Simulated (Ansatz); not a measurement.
# Mn (P6_3/mmc) in Ansatz: settings compared

One crystal, Mn, is run at these levels: RPBE+D3(BJ), PBEsol, LDA, BLYP+D3(BJ); tasks: relaxation of cell and atoms.

Everything below comes from runs of Ansatz 0.2.0. Logs are shortened: lines on timing, memory, paths and dates and some standing lists are left out, and cuts for length are marked.

**1. The crystal as given**

The structure is hexagonal, space group P6_3/mmc (No. 194). Conventional cell: a = 2.484 Å, b = 2.484 Å, c = 4.026 Å, α = 90.00°, β = 90.00°, γ = 120.00°. Mn (site symmetry -6m2) is surrounded by 12 Mn at 2.47 to 2.48 Å.

This isn't the form of Mn at room conditions, which is a 58-atom cubic cell.

**2. Relaxation of cell and atoms, RPBE+D3(BJ), collinear spin, ferromagnetic start**

File input.yaml:

```yaml
crystal:
  lattice:
    - [2.4836457705, 0.0, 0.0]
    - [-1.2418228853, 2.1509003313, 0.0]
    - [0.0, 0.0, 4.026195]
  atoms:
    - { symbol: Mn, position: [0.3333333333, 0.6666666667, 0.25], spin: 4.0 }
    - { symbol: Mn, position: [0.6666666667, 0.3333333333, 0.75], spin: 4.0 }
hamiltonian:
  xc: rpbe
  pseudopotentials: { kind: paw }
  dispersion: d3bj
magnetization:
  spin_polarized: true
kpoints:
  mp_grid: { grid: [12, 12, 7] }
scf:
  occupations: { method: fermi_dirac, width: 0.05 }
output:
  forces: true
  stress: true
  eigenvalues: true
relax:
  f_tol: 0.01
  max_steps: 40
  cell: { stress_tol: 0.05 }
```

Potentials or basis: Ansatz PAW.

The run is started by

```bash
$ ansatz run input.yaml --threads 2 --pin off --max-ram 5632MiB --backend cpu --events-out ev --progress --plain --runs-dir out
```

What it wrote:

```text
Warning: RAYON_NUM_THREADS=2 ignored (pool sized by the plan → 2); use --threads N
Engine: ansatz 0.2.0, x86_64-unknown-linux-gnu
Pseudopotentials: kind: paw
Pseudopotential: Mn, paw, valence charge 15, recommended cutoff 420 eV (normal), Mn.paw.azcp
Functional definition: RPBE
  parameter kappa = 0.804
  parameter beta = 0.06672455060314922
  exchange = rpbe_x(kappa = kappa, mu = beta*pi^2/3)
  correlation = pbe_c(beta = beta)
Crystal: 2 atoms, lattice volume = 21.508 Å³
Basis set: ecut = 420 eV, 391 PW (Γ), exchange–correlation on 36×36×54 points (8 copies of the dense FFT grid, shifted against one another)
Bands: 23, of which v1, the nominal top of the filled ones, is band 15 counted from 1 (14 counted from 0)
Symmetry: 24 space group operations
Space group: P63/mmc (ITA 194), of the structure as read, at distance tolerance 2.8e-5 Å
Magnetic group: BNS 194.263 (UNI 1493), of the structure as read, at distance tolerance 2.8e-5 Å
k-points: 76 of 1008
Non-local potential: Mn, projectors of the file, l = 0: 3, l = 1: 2, l = 2: 3, l = 3: 1
PAW form: soft (Blöchl's): semilocal exchange-correlation on the pseudo side does not see the compensation charge
PAW frozen core: Mn, regenerated for the run's functional, and the local potential with it (the file was generated under x = pbe(κ = 0.804, μ = 0.2195149727645171), c = pbe(β = 0.06672455060314922))
PAW one-centre angular grid: Mn, 590 points (default); XC on 64 Gauss nodes
Initial density: superposition of atomic densities (chi_scale 0.1, normalization cell)
Starting moments: Σ|m| = 8 μB on 2 of 2 sites
Initial wavefunctions: pseudopotential atomic-orbital guess
Functional: x = rpbe, c = pbe(β = 0.06672455060314922)
SCF iter   1: F=—  HF=-7807.129260 eV  |F-HF|=—  |Δ(HF+E_count)|=         —  Δρ=1.36e-1 (↑1.36e-1 ↓5.65e-2)  dr2=1.82e0  dr2_m=1.59e0  M=5.988 μB ∫|m|=6.006 μB  β_m=0.30  ethr=3.10e-3  ⟨swp⟩=3.7  Hψ=12385  notcnv=0
Mixer restart at iter 1: flushing history
preconditioner: auto → none  [metal: Δε(μ)=0.009 eV  Ē_g=9.855 eV  σ=0.050 eV  W_gap=0.04  n_scr=2 (ndim 8)  ℏωp=30.0 eV  f_vac=0.000  D(μ)=3.20/eV (n_scr^D=42)  sad-step TF]
SCF iter   2: F=—  HF=-7807.157582 eV  |F-HF|=—  |Δ(HF+E_count)|=   2.83e-2  Δρ=7.47e-2 (↑7.47e-2 ↓4.92e-2)  dr2=3.04e-1  dr2_m=7.05e-1  M=5.957 μB ∫|m|=5.979 μB  β_m=0.49  ethr=3.10e-3  ⟨swp⟩=2.2  Hψ=5822  notcnv=0  defer=234
SCF iter   3: F=—  HF=-7808.780147 eV  |F-HF|=—  |Δ(HF+E_count)|=    1.62e0  Δρ=5.48e-2 (↑5.48e-2 ↓4.03e-2)  dr2=5.43e-2  dr2_m=4.40e-1  M=5.370 μB ∫|m|=5.407 μB  β_m=0.46  ethr=1.01e-3  ⟨swp⟩=2.0  Hψ=4406  notcnv=0  defer=236
SCF iter   4: F=—  HF=-7813.649221 eV  |F-HF|=—  |Δ(HF+E_count)|=         —  Δρ=3.03e-1 (↑3.03e-1 ↓2.47e-1)  dr2=5.32e-1  dr2_m=1.49e1  M=0.377 μB ∫|m|=0.459 μB  β_m=1.00  ethr=1.81e-4  ⟨swp⟩=2.3  Hψ=5194  notcnv=0  defer=236
Mixer restart at iter 4: flushing history
SCF iter   5: F=—  HF=-7811.917202 eV  |F-HF|=—  |Δ(HF+E_count)|=    1.73e0  Δρ=8.41e-2 (↑6.55e-2 ↓8.41e-2)  dr2=3.04e0  dr2_m=1.88e-2  M=0.276 μB ∫|m|=0.293 μB  β_m=0.72  ethr=1.67e-4  ⟨swp⟩=4.1  Hψ=9520  notcnv=0  defer=236
SCF iter   6: F=—  HF=-7813.319110 eV  |F-HF|=—  |Δ(HF+E_count)|=    1.40e0  Δρ=1.26e-1 (↑1.26e-1 ↓9.60e-2)  dr2=6.70e0  dr2_m=4.97e-2  M=0.073 μB ∫|m|=0.089 μB  β_m=0.35  ethr=1.67e-4  ⟨swp⟩=4.0  Hψ=11091  notcnv=0  defer=210
SCF iter   7: F=—  HF=-7811.113633 eV  |F-HF|=—  |Δ(HF+E_count)|=    2.21e0  Δρ=4.95e-2 (↑4.95e-2 ↓2.43e-2)  dr2=7.27e-1  dr2_m=3.62e-2  M=0.087 μB ∫|m|=0.101 μB  β_m=0.75  ethr=1.67e-4  ⟨swp⟩=3.4  Hψ=8901  notcnv=0  defer=339
SCF iter   8: F=—  HF=-7810.867541 eV  |F-HF|=—  |Δ(HF+E_count)|=   2.46e-1  Δρ=1.28e-2 (↑1.28e-2 ↓3.79e-3)  dr2=2.96e-2  dr2_m=5.25e-3  M=-0.038 μB ∫|m|=0.040 μB  β_m=0.64  ethr=1.67e-4  ⟨swp⟩=3.1  Hψ=8310  notcnv=0  defer=315
SCF iter   9: F=—  HF=-7810.855929 eV  |F-HF|=—  |Δ(HF+E_count)|=   1.16e-2  Δρ=5.14e-4 (↑5.14e-4 ↓3.59e-4)  dr2=4.31e-5  dr2_m=1.09e-5  M=-0.000 μB ∫|m|=0.002 μB  β_m=0.76  ethr=9.87e-5  ⟨swp⟩=3.1  Hψ=7179  notcnv=0  defer=277
SCF iter  10: F=—  HF=-7810.856013 eV  |F-HF|=—  |Δ(HF+E_count)|=   8.39e-5  Δρ=2.80e-4 (↑2.80e-4 ↓1.81e-4)  dr2=2.70e-5  dr2_m=1.57e-6  M=-0.000 μB ∫|m|=0.001 μB  β_m=0.88  ethr=1.44e-7  ⟨swp⟩=2.0  Hψ=5840  notcnv=0  defer=277
SCF iter  11: F=—  HF=-7810.856034 eV  |F-HF|=—  |Δ(HF+E_count)|=   2.17e-5  Δρ=6.40e-5 (↑3.50e-5 ↓6.40e-5)  dr2=1.43e-6  dr2_m=8.24e-8  M=0.000 μB ∫|m|=0.000 μB  β_m=0.94  ethr=9.00e-8  ⟨swp⟩=2.7  Hψ=5675  notcnv=0  defer=277
SCF iter  12: F=—  HF=-7810.856035 eV  |F-HF|=—  |Δ(HF+E_count)|=   6.58e-7  Δρ=8.81e-6 (↑6.62e-6 ↓8.81e-6)  dr2=2.96e-8  dr2_m=1.97e-9  M=0.000 μB ∫|m|=0.000 μB  β_m=0.94  ethr=4.77e-9  ⟨swp⟩=2.1  Hψ=4588  notcnv=0  defer=277
SCF iter  13: F=—  HF=-7810.856035 eV  |F-HF|=—  |Δ(HF+E_count)|=   9.80e-9  Δρ=1.63e-6 (↑1.53e-6 ↓1.63e-6)  dr2=1.32e-9  dr2_m=4.13e-11  M=0.000 μB ∫|m|=0.000 μB  β_m=0.92  ethr=9.85e-11  ⟨swp⟩=2.5  Hψ=5569  notcnv=0  defer=277
SCF iter  14: F=-7810.856035 eV  HF=-7810.856035 eV  |F-HF|=6.64e-10  |Δ(HF+E_count)|=  6.22e-10  Δρ=1.23e-6 (↑1.19e-6 ↓1.23e-6)  dr2=9.17e-10  dr2_m=1.79e-12  M=0.000 μB ∫|m|=0.000 μB  ethr=4.41e-12  ⟨swp⟩=6.6  Hψ=11922  notcnv=0
[... 75 lines left out ...]
SCF iter   3: F=—  HF=-7811.005711 eV  |F-HF|=—  |Δ(HF+E_count)|=   7.68e-7  Δρ=4.07e-5 (↑4.07e-5 ↓4.06e-5)  dr2=4.51e-7  dr2_m=7.36e-13  M=0.000 μB ∫|m|=0.000 μB  β_m=0.47  ethr=2.94e-8  ⟨swp⟩=2.2  Hψ=5389  notcnv=0
SCF iter   4: F=—  HF=-7811.005717 eV  |F-HF|=—  |Δ(HF+E_count)|=   5.39e-6  Δρ=1.83e-5 (↑1.83e-5 ↓1.83e-5)  dr2=1.45e-7  dr2_m=2.92e-13  M=0.000 μB ∫|m|=0.000 μB  β_m=0.73  ethr=1.50e-9  ⟨swp⟩=2.2  Hψ=5392  notcnv=0
SCF iter   5: F=—  HF=-7811.005721 eV  |F-HF|=—  |Δ(HF+E_count)|=   4.46e-6  Δρ=1.44e-5 (↑1.44e-5 ↓1.44e-5)  dr2=1.15e-7  dr2_m=4.65e-14  M=0.000 μB ∫|m|=0.000 μB  β_m=0.77  ethr=4.85e-10  ⟨swp⟩=2.0  Hψ=5850  notcnv=0
SCF iter   6: F=—  HF=-7811.005722 eV  |F-HF|=—  |Δ(HF+E_count)|=   8.09e-7  Δρ=4.23e-6 (↑4.23e-6 ↓4.23e-6)  dr2=9.98e-9  dr2_m=2.77e-15  M=0.000 μB ∫|m|=0.000 μB  β_m=0.89  ethr=3.82e-10  ⟨swp⟩=2.0  Hψ=5540  notcnv=0
SCF iter   7: F=—  HF=-7811.005722 eV  |F-HF|=—  |Δ(HF+E_count)|=   4.17e-8  Δρ=4.03e-7 (↑4.03e-7 ↓4.03e-7)  dr2=9.23e-11  dr2_m=9.10e-17  M=-0.000 μB ∫|m|=0.000 μB  β_m=0.85  ethr=3.33e-11  ⟨swp⟩=2.0  Hψ=5551  notcnv=0
SCF iter   8: F=—  HF=-7811.005722 eV  |F-HF|=—  |Δ(HF+E_count)|=  3.81e-10  Δρ=4.92e-8 (↑4.92e-8 ↓4.91e-8)  dr2=1.40e-12  dr2_m=1.11e-17  M=-0.000 μB ∫|m|=0.000 μB  β_m=0.86  ethr=1.00e-12  ⟨swp⟩=2.1  Hψ=5014  notcnv=0
SCF iter   9: F=-7811.005722 eV  HF=-7811.005722 eV  |F-HF|=1.82e-12  |Δ(HF+E_count)|=  4.55e-12  Δρ=2.02e-8 (↑2.02e-8 ↓2.02e-8)  dr2=2.34e-13  dr2_m=1.13e-18  M=-0.000 μB ∫|m|=0.000 μB  ethr=1.00e-12  ⟨swp⟩=4.1  Hψ=13700  notcnv=0
the starting moments were not kept: the SCF closed with an absolute magnetisation of 1.1e-9 μB, where they sum to 8 μB in size (2 sites). That is at most 0.1 of that sum. Measured as dr2_m measures the in/out step, that magnetisation stands 5.9e-19 eV from none, at or under the dr2_threshold of 2.0e-11 eV: it is no larger than a step whose dr2_m would equal this threshold.
SCF 6 converged in 9 iterations: F = -7811.005722 eV  dr2 = 2.34e-13
relax step   6: F+E_penalty+E_count = -7811.00572213 eV  Δ(F+E_penalty+E_count) = +1.135e-3 eV  max|allowed force component| = 1.156e-18 eV/Å  Δτ_max = 0.0000 Å  P = +0.045 GPa  Ω = 19.704 Å³  stress off target by 4.57e-2 GPa  SCF on the basis re-selected at this cell (its energy is not comparable with the rows above)  (9 SCF iters)
basis re-selected at this cell: Δ(F+E_penalty+E_count) = +1.135e-3 eV, ΔP = +0.045 GPa vs the last step (what re-selecting the basis moved, of the pressure what is left beyond the Pulay correction that the steps carried, after the strain that the cell walked since its last selection, with what the two solves' SCF thresholds leave and, on support functions, any second-order correction that the steps lacked; it is no measure of the basis error at this ecutwfc). This SCF's stress stands 4.57e-2 GPa from its target on what of the cell is left free (relax.cell.stress_tol is 5.00e-2 GPa) and its largest allowed force component is 1.16e-18 eV/Å (relax.f_tol is 1.00e-2 eV/Å): within both
SCF converged after 9 iterations
Magnetization: -0.0000 μB (15.0000 up, 15.0000 down)
Absolute magnetization: 0.0000 μB (∫|ρ↑−ρ↓|, with the PAW one-centre terms)
Spin contamination: 0.0000 ħ² per cell (⟨S²⟩ above its minimum at these occupations)
Per-site moments (μB) at R_I (Å): [(-3.743421440374948e-10, 0.9900229234037038), (-3.743419666707319e-10, 0.9900229234037038)]
Free energy (F): -7811.005722 eV
Harris-Foulkes:  -7811.005722 eV  (|F-HF|=1.82e-12)
Internal energy: -7810.986167 eV  (E = F + TS)
E sigma→0 (E₀):  -7810.995945 eV
Entropy (-TS):   -0.019555 eV (-9.778 meV/atom)
Fermi energy:    22.463759 eV
--- Per-component energies (eV) ---
  E_band       = -251.259913
  E_kinetic    = 623.018207
  E_local      = -2937.682045  (includes V_loc(G=0)·N_el)
  E_nonlocal   = 470.250273
  E_hartree    = 1238.358622
  E_xc         = -234.086359
  E_vxc        = -299.881636  (∫ρ·V_xc dr)
  E_paw        = -2601.332669  (= ΣΔE_a)
  E_vpaw       = -583.681899  (= ΣTr[D̂ρ^β])
  E_aug_tail   = -0.000020  (compensation charges beyond the density's cutoff)
  E_ewald      = -4364.959266
  E_disp       = -4.453534  (pairwise vdW)
  E_core_change = -0.099375  (= ΣΔE_core)
  E_smearing   = -0.019555  (= −TS)
  E_closure    = 0.000000  (closes the sum)
  Σ components = -7811.005722   (vs F -7811.005722, Δ=0.00e0)
--- Forces (eV/Å), atoms counted from 1 ---
  atom   1  Mn    -0.00000000    -0.00000000     0.00000000
  atom   2  Mn    -0.00000000     0.00000000     0.00000000
  max |Σ_I F_I| component: 4.63e-18 eV/Å
--- Stress (GPa, compression-positive) ---
        0.045652       0.000000       0.000000
        0.000000       0.045652       0.000000
        0.000000       0.000000       0.043547
  P = ⅓ Tr σ = 0.0450 GPa (0.450 kbar)
--- Band table (eV; the first three rows and the last of 152) ---
  k-point 0 ↑: bands = ["-56.9054", "-56.6786", "-25.9986", "-25.1166", "-25.1166", "-24.9816", "-24.9816", "-24.9710", "13.8603", "17.5716", "21.3519", "21.3814", "21.3814", "21.9214", "21.9214", "22.5253", "22.5253", "23.2777", "24.2929", "24.2929", "32.7457", "43.7366", "47.1652"]
  k-point 1 ↑: bands = ["-56.8943", "-56.6900", "-25.9494", "-25.1100", "-25.1100", "-25.0237", "-24.9883", "-24.9883", "14.0956", "17.5585", "21.2574", "21.3064", "21.3064", "21.8285", "21.8285", "22.6676", "22.7224", "22.7224", "24.2838", "24.2838", "33.6996", "43.4768", "46.8098"]
  k-point 2 ↑: bands = ["-56.8632", "-56.7218", "-25.8107", "-25.1704", "-25.0913", "-25.0913", "-25.0071", "-25.0071", "14.7678", "17.3946", "21.0173", "21.2160", "21.2160", "21.5225", "21.6099", "21.6099", "23.1525", "23.1525", "24.2072", "24.2072", "35.9632", "42.8257", "45.7401"]
  k-point 75 ↓: bands = ["-56.6329", "-56.6329", "-25.7739", "-25.7739", "-25.6049", "-25.5345", "-25.1562", "-25.1562", "19.2380", "19.3612", "19.3612", "19.4817", "20.7128", "20.7128", "22.3552", "22.6913", "24.3554", "24.3554", "30.9516", "30.9516", "32.0528", "33.3679", "35.8181"]
--- Relaxed structure (5 steps of the walk, 5 accepted, 1 SCFs on fresh bases) ---
  F+E_penalty+E_count = -7811.00572213 eV   max|allowed force component| = 1.156e-18 eV/Å   (the final SCF, on the basis selected at the relaxed cell)
  cell:  # Å, volume = 19.7035 Å³
    - [2.412517918947211, 2.8040830141127958e-11, -5.733334803528877e-34]
    - [-1.2062589594978896, 2.089301804879432, -5.5780747711644395e-34]
    - [-8.364788478895306e-34, -1.580741711680129e-33, 3.9090591425912473]
  atoms:
    - { symbol: Mn, position: [0.3333333333333333, 0.6666666666666666, 0.24999999999999997] }
    - { symbol: Mn, position: [0.6666666666666666, 0.3333333333333333, 0.7499999999999999] }
```

It took 42 s on 2 threads of Intel Xeon at 2.50GHz (Skylake/Cascade Lake), shared host; peak memory 0.38 GiB.

Results:

* Free energy: -7811.0057 eV
* Relaxed volume: 9.85 Å³/atom
* Relaxed cell: a = 2.413 Å, b = 2.413 Å, c = 3.909 Å, α = 90.00°, β = 90.00°, γ = 120.00°
* Space group after relaxing (to 0.05 Å): P6_3/mmc (No. 194)
* Energy gained by relaxing: 74.8 meV/atom
* Ionic steps: 6
* Pressure after relaxing: 0.0 GPa
* Band gap on the k mesh: none (metal or under the smearing width)
* Net moment: 0.00 μB per cell
* Absolute moment: 0.00 μB per cell

Step by step:
```csv
step,energy change (eV),largest force (eV/Å),volume (Å³)
1,0.0000,0.0000,21.51
2,-0.1346,0.0000,20.26
3,-0.1505,0.0000,19.62
4,-0.1508,0.0000,19.71
5,-0.1508,0.0000,19.70
6,-0.1497,0.0000,19.70
```

Final structure:
```
Mn
1.0
     2.41252    0.00000    0.00000
    -1.20626    2.08930    0.00000
     0.00000    0.00000    3.90906
Mn
2
Direct
  0.33333 0.66667 0.25000
  0.66667 0.33333 0.75000
```

Caveat: the starting moments collapsed, and a magnetic state may lie lower; the plane-wave basis is chosen anew once the cell has moved, so the energies of steps on either side of that aren't comparable; pairwise dispersion overbinds metals, which lowers pressure and volume; the PAW data sets come from PBE, with cores solved anew for the run's functional, which leaves a small shift of forces and pressure; the starting moments weren't kept.

**3. Relaxation of cell and atoms, PBEsol, collinear spin, ferromagnetic start**

Edit input.yaml of step 2 so:

```diff
@@ -9,5 +9,4 @@
 hamiltonian:
-  xc: rpbe
+  xc: pbesol
   pseudopotentials: { kind: paw }
-  dispersion: d3bj
 magnetization:
@@ -22,2 +21,6 @@
   eigenvalues: true
+  write_density: true
+  write_potential: true
+  elf: true
+  volumetric_format: npy
 relax:
```

Potentials or basis: Ansatz PAW.

The run is started by

```bash
$ ansatz run input.yaml --threads 2 --pin off --max-ram 5632MiB --backend cpu --events-out ev --progress --plain --runs-dir out
```

What it wrote:

```text
Warning: RAYON_NUM_THREADS=2 ignored (pool sized by the plan → 2); use --threads N
Engine: ansatz 0.2.0, x86_64-unknown-linux-gnu
Pseudopotentials: kind: paw
Pseudopotential: Mn, paw, valence charge 15, recommended cutoff 420 eV (normal), Mn.paw.azcp
Functional definition: PBEsol
  exchange = pbesol_x
  correlation = pbesol_c
Crystal: 2 atoms, lattice volume = 21.508 Å³
Basis set: ecut = 420 eV, 391 PW (Γ), exchange–correlation on 36×36×54 points (8 copies of the dense FFT grid, shifted against one another)
Bands: 23, of which v1, the nominal top of the filled ones, is band 15 counted from 1 (14 counted from 0)
Symmetry: 24 space group operations
Space group: P63/mmc (ITA 194), of the structure as read, at distance tolerance 2.8e-5 Å
Magnetic group: BNS 194.263 (UNI 1493), of the structure as read, at distance tolerance 2.8e-5 Å
k-points: 76 of 1008
Non-local potential: Mn, projectors of the file, l = 0: 3, l = 1: 2, l = 2: 3, l = 3: 1
PAW form: soft (Blöchl's): semilocal exchange-correlation on the pseudo side does not see the compensation charge
PAW frozen core: Mn, regenerated for the run's functional, and the local potential with it (the file was generated under x = pbe(κ = 0.804, μ = 0.2195149727645171), c = pbe(β = 0.06672455060314922))
PAW one-centre angular grid: Mn, 590 points (default); XC on 64 Gauss nodes
[... 109 lines left out ...]
  E_xc         = -231.534681
  E_vxc        = -297.915025  (∫ρ·V_xc dr)
  E_paw        = -2532.418842  (= ΣΔE_a)
  E_vpaw       = -582.347563  (= ΣTr[D̂ρ^β])
  E_aug_tail   = -0.000018  (compensation charges beyond the density's cutoff)
  E_ewald      = -4297.288458
  E_core_change = 0.339301  (= ΣΔE_core)
  E_smearing   = -0.020640  (= −TS)
  E_closure    = -0.000000  (closes the sum)
  Σ components = -7737.550111   (vs F -7737.550111, Δ=0.00e0)
--- Forces (eV/Å), atoms counted from 1 ---
  atom   1  Mn    -0.00000000     0.00000000     0.00000000
  atom   2  Mn     0.00000000    -0.00000000    -0.00000000
  max |Σ_I F_I| component: 1.16e-18 eV/Å
--- Stress (GPa, compression-positive) ---
       -0.004773       0.000000       0.000000
        0.000000      -0.004773      -0.000000
        0.000000      -0.000000      -0.026330
  P = ⅓ Tr σ = -0.0120 GPa (-0.120 kbar)
--- Band table (eV; the first three rows and the last of 152) ---
  k-point 0 ↑: bands = ["-57.9218", "-57.7289", "-27.1584", "-26.3896", "-26.3896", "-26.2698", "-26.2698", "-26.2583", "12.5782", "16.3334", "19.9655", "19.9860", "19.9860", "20.4920", "20.4920", "21.0532", "21.0532", "21.7396", "22.7223", "22.7223", "30.7023", "41.9717", "45.3072"]
  k-point 1 ↑: bands = ["-57.9123", "-57.7385", "-27.1152", "-26.3837", "-26.3837", "-26.3044", "-26.2758", "-26.2758", "12.8046", "16.3075", "19.8766", "19.9143", "19.9143", "20.4046", "20.4046", "21.1471", "21.2396", "21.2396", "22.7130", "22.7130", "31.6509", "41.7348", "44.8986"]
  k-point 2 ↑: bands = ["-57.8858", "-57.7655", "-26.9935", "-26.4325", "-26.3671", "-26.3671", "-26.2925", "-26.2925", "13.4534", "16.1025", "19.6496", "19.8280", "19.8280", "20.0630", "20.1988", "20.1988", "21.6453", "21.6453", "22.6394", "22.6394", "33.8975", "41.0645", "43.6503"]
  k-point 75 ↓: bands = ["-57.6907", "-57.6907", "-26.9629", "-26.9629", "-26.8146", "-26.7531", "-26.4223", "-26.4223", "17.9640", "18.0652", "18.0652", "18.1819", "19.3264", "19.3264", "20.9023", "21.2218", "22.7842", "22.7842", "29.0557", "29.0557", "30.1701", "31.4506", "33.6592"]
--- Relaxed structure (4 steps of the walk, 4 accepted, 1 SCFs on fresh bases) ---
  F+E_penalty+E_count = -7737.55011131 eV   max|allowed force component| = 2.255e-17 eV/Å   (the final SCF, on the basis selected at the relaxed cell)
  cell:  # Å, volume = 20.6490 Å³
    - [2.4510661471317903, 2.848887604977586e-11, -6.880001764058664e-34]
    - [-1.2255330735905672, 2.1226855497579327, 6.4191290349941755e-34]
    - [-7.435367536795829e-34, 5.111815181547133e-34, 3.9687881165599337]
  atoms:
    - { symbol: Mn, position: [0.3333333333333333, 0.6666666666666666, 0.25] }
    - { symbol: Mn, position: [0.6666666666666666, 0.33333333333333337, 0.75] }
```

v_z.tsv:

```text
# z_ang	v_es[eV]	v_tot_up[eV]	v_tot_dn[eV]
# format = ansatz-planar-average/11
# xc	pbesol
# density_cutoff_ev	1680
# datasets	Mn=:simpson_from_first_knot:soft:shift=-858434
# lattice	2.451066147	0.000000000	-0.000000000
# lattice	-1.225533074	2.122685550	0.000000000
# lattice	-0.000000000	0.000000000	3.968788117
# sites	2
# site	25	-0.000000000	1.415123700	0.992197029
# site	25	1.225533074	0.707561850	2.976591087
0.000000	1.907709e1	7.417910e0	7.417910e0
0.146992	1.803983e1	6.221724e0	6.221724e0
0.293984	1.500637e1	2.641914e0	2.641914e0
0.440976	1.073838e1	-2.513874e0	-2.513874e0
0.587969	6.453915e0	-7.817187e0	-7.817187e0
0.734961	3.102094e0	-1.209577e1	-1.209577e1
[... 19 lines left out ...]
3.674804	1.500637e1	2.641914e0	2.641914e0
3.821796	1.803983e1	6.221724e0	6.221724e0
```

Run time: 39 s. Hardware: 2 threads of Intel Xeon at 2.50GHz (Skylake/Cascade Lake), shared host; peak memory 0.38 GiB.

What came out:

| Item | Value |
| --- | --- |
| Free energy | -7737.5501 eV |
| Relaxed volume | 10.32 Å³/atom |
| Relaxed cell | a = 2.451 Å, b = 2.451 Å, c = 3.969 Å, α = 90.00°, β = 90.00°, γ = 120.00° |
| Space group after relaxing (to 0.05 Å) | P6_3/mmc (No. 194) |
| Energy gained by relaxing | 16.1 meV/atom |
| Ionic steps | 5 |
| Pressure after relaxing | 0.0 GPa |
| Band gap on the k mesh | none (metal or under the smearing width) |
| Net moment | 0.00 μB per cell |
| Absolute moment | 0.00 μB per cell |

Step by step:
| step | energy change (eV) | largest force (eV/Å) | volume (Å³) |
| --- | --- | --- | --- |
| 1 | 0.0000 | 0.0000 | 21.51 |
| 2 | -0.0291 | 0.0000 | 20.92 |
| 3 | -0.0324 | 0.0000 | 20.63 |
| 4 | -0.0324 | 0.0000 | 20.65 |
| 5 | -0.0323 | 0.0000 | 20.65 |

Final structure:
```
CELL_PARAMETERS angstrom
2.45107 0.00000 0.00000
-1.22553 2.12269 0.00000
0.00000 0.00000 3.96879
ATOMIC_POSITIONS crystal
Mn 0.33333 0.66667 0.25000
Mn 0.66667 0.33333 0.75000
```

Caveat: the starting moments collapsed, and a magnetic state may lie lower; the plane-wave basis is chosen anew once the cell has moved, so the energies of steps on either side of that aren't comparable; the PAW data sets come from PBE, with cores solved anew for the run's functional, which leaves a small shift of forces and pressure; the starting moments weren't kept.

(Part 1 of 2 ends here.)
